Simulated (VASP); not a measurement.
Here is a VASP 6.6.1 calculation.

Contents of INCAR:

```
SYSTEM = CdTe
  PREC = Accurate
  ENCUT = 600
  EDIFF = 1E-6
  ISMEAR = 0
  SIGMA = 0.03
  LREAL = .FALSE.
  LASPH = .TRUE.
  NELM = 80
  ALGO = Normal
  ISIF = 3
  LWAVE = .FALSE.
  LCHARG = .FALSE.
  GGA = PS
  IBRION = 2
  NSW = 90
  EDIFFG = -0.01
```

File KPOINTS:

```
Automatic mesh
0
G
  8 8 8
  0 0 0
```

File POSCAR:

```
CdTe
1.0
    0.0000000000      3.2050000000      3.2050000000
    3.2050000000      0.0000000000      3.2050000000
    3.2050000000      3.2050000000      0.0000000000
Cd Te
1 1
Direct
    0.0000000000      0.0000000000      0.0000000000
    0.2500000000      0.2500000000      0.2500000000
```

Potentials or basis: VASP PAW PBE potentials, release 64 (Cd, Te).

Run with:

```sh
$ cat potpaw_PBE.64/Cd/POTCAR potpaw_PBE.64/Te/POTCAR > POTCAR
$ mpirun -np 1 vasp_std > vasp.out
```

What does it give for the band gap on the k mesh?

0.64 eV, direct.

Predict the relaxed cell.

a = 4.593 Å, b = 4.593 Å, c = 4.593 Å, α = 60.00°, β = 60.00°, γ = 60.00°.

Estimate the space group after relaxing (to 0.05 Å).

F-43m (No. 216).

What does it give for the relaxed volume?

34.26 Å³/atom.

Step by step:
```csv
step,energy change (eV),largest force (eV/Å),pressure (GPa),volume (Å³)
1,0.0000,0.0000,1.81,65.84
2,-0.0129,0.0000,-0.54,69.46
3,-0.0145,0.0000,0.00,68.52
```

Caveat: the PAW data sets were made with another functional, which shifts forces and pressure a little; spin-orbit coupling is left out, which moves the levels of the heavy elements. Zero-point motion and thermal expansion aren't in these numbers.
